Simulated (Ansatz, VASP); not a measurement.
BeS in VASP and in Ansatz

The input INCAR:

```
PREC     = Accurate       # precision mode
ENCUT    = 600            # plane-wave cutoff, eV
EDIFF    = 1E-6           # SCF threshold, eV
ISMEAR   = 0              # smearing method
SIGMA    = 0.02           # smearing width, eV
LREAL    = False          # projectors in reciprocal space
LASPH    = True           # aspherical terms in the spheres
NELM     = 80             # most SCF steps
ALGO     = Normal         # electronic algorithm
ISIF     = 3              # what is computed and relaxed
LWAVE    = False          # write WAVECAR
LCHARG   = False          # write CHGCAR
GGA      = PS             # functional
IBRION   = 2              # ionic algorithm
NSW      = 100            # ionic steps
EDIFFG   = -0.005         # ionic threshold
```

File KPOINTS:

```
Automatic mesh
0
Gamma
  8 8 8
```

File POSCAR:

```
BeS
1.0
    0.0000000000      2.4351516489      2.4351516489
    2.4351516489      0.0000000000      2.4351516489
    2.4351516489      2.4351516489      0.0000000000
Be S
1 1
Direct
    0.0000000000      0.0000000000      0.0000000000
    0.7500000000      0.7500000000      0.7500000000
```

Input for Ansatz:

```yaml
crystal:
  lattice:
    - [0.0, 2.4351516489, 2.4351516489]
    - [2.4351516489, 0.0, 2.4351516489]
    - [2.4351516489, 2.4351516489, 0.0]
  atoms:
    - { symbol: Be, position: [0.0, 0.0, 0.0] }
    - { symbol: S, position: [0.75, 0.75, 0.75] }
basis:
  ecutwfc: 420
kpoints:
  mp_grid: { grid: [8, 8, 8] }
hamiltonian:
  xc: pbesol
scf:
  occupations: { method: gaussian, width: 0.02 }
output:
  forces: true
  stress: true
  eigenvalues: true
relax:
  adjacent_minimum: "off"
  f_tol: 0.005
  max_steps: 80
  cell: { stress_tol: 0.05 }
```

The cell is a database's computed one.

Alike in both runs: task relaxation of cell and atoms; functional PBEsol; k mesh 8 × 8 × 8; occupations gaussian, width 0.02 eV; no spin polarisation.

```csv
,VASP,Ansatz
version,VASP 6.6.1,Ansatz 0.2.0
potentials or method,"VASP PAW PBE potentials, release 64 (Be, S)","scalar-relativistic, plane waves, PAW"
plane-wave cutoff (eV),600,420
valence electrons in the cell,8,8
```

```csv
,VASP,Ansatz,Ansatz less VASP
"gap on the k mesh at the Fermi level, each at its own relaxed structure (eV)",2.92,2.91,-0.008
relaxed volume (Å³/atom),14.18,14.15,-0.029
relaxed cell length with the largest relative difference (Å),3.423,3.421,-0.0024
energy change over the relaxation (meV/atom),-1,-2,-0.3
```

Caveats: the PAW data sets were made with another functional, which shifts forces and pressure a little (VASP). A k mesh can miss the band edges. A hybrid or GW would open this gap; PBEsol tends to underestimate it.
